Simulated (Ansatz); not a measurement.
# Ga₂O₃: energy along a strain

Ga₂O₃, C2/m, a = 12.256 Å, b = 3.039 Å, c = 5.808 Å, β = 103.8°. Ansatz: r2SCAN, PAW, 500 eV, Γ-centred 8×8×4 mesh on 10 atoms, Gaussian smearing 0.05 eV; no spin polarisation. Cell vectors (Å): 6.128 -1.520 0.003; 6.128 1.520 0.003; -1.388 0.000 5.640. The cell is strained by x per cent times the pattern (1 1 0 0 0 0) in the order xx yy zz yz xz xy (engineering shears), with fractional coordinates held. y is the free energy over the start, V0 = 10.504 Å³/atom.

```tsv
x (%)	y (meV/atom)
-4.00	63.75
-3.00	?
-2.00	15.05
-1.00	3.66
0.00	0.00
1.00	3.47
2.00	13.48
3.00	29.49
3.50	39.60
4.00	51.03
```

Question: Fit y = c2 x² + c3 x³ to the other rows, get the stiffness along the pattern, and predict the missing energy.

Answer: Least squares on the rows shown. y = 3.5838 x² − 0.099722 x³. The clamped-ion stiffness p·C·p = 2 × 35.84 eV × 160.2 / 10.504 Å³ = 1093 GPa. At x = -3.00 the fit asked for gives 34.95 meV/atom. The run gave 34.85 meV/atom, so the fit is 0.10 meV/atom too high, within twice the rms miss on the fitted rows (0.05 meV/atom).